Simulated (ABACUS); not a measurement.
SrO in ABACUS: convergence with smearing sigma

SrO:

```
Sr O
1.0
     0.00000    2.56630    2.56630
     2.56630    0.00000    2.56630
     2.56630    2.56630    0.00000
Sr O
1 1
Direct
  0.50000 0.50000 0.50000
  0.00000 0.00000 0.00000
```

| Quantity | Value |
| --- | --- |
| Program | ABACUS 3.10.1 |
| Task | convergence study |
| Functional | PBE |
| Potentials or basis | PseudoDojo NC SR 0.4.1 PBE standard |
| Cutoff | 1361 eV |
| Density cutoff | 5442 eV |
| Basis | DZP LCAO (the cutoffs set its grid) |
| k mesh | 8 × 8 × 8 |
| Occupations | fermi-dirac, width 0.272114 eV |
| Spin | no spin polarisation |

These are the settings of the first run; the series varies smearing sigma, with any setting tied to it.

Hardware: 4 MPI ranks on Intel(R) Xeon(R) 6975P-C (Granite Rapids), with other jobs on the host.

```csv
smearing sigma,"energy less the tightest run, at zero smearing (meV/atom)",SCF cycles,CPU time (s)
0.02 Ry,0.43,10,21
0.015 Ry,0.04,10,22
0.01 Ry,0.00,10,20
0.007 Ry,0.00,10,20
0.005 Ry,0.00,10,19
0.003 Ry,0.00,10,22
0.002 Ry,0.00,10,21
0.001 Ry,0.00,10,19
```

Against the tightest run, the energy stays within 1 meV/atom from 0.02 Ry on. The tightest run that finished is the yardstick and may itself not be fully converged.

Caveat, for the tightest run too: the atomic orbitals were generated for these runs and aren't a published set.
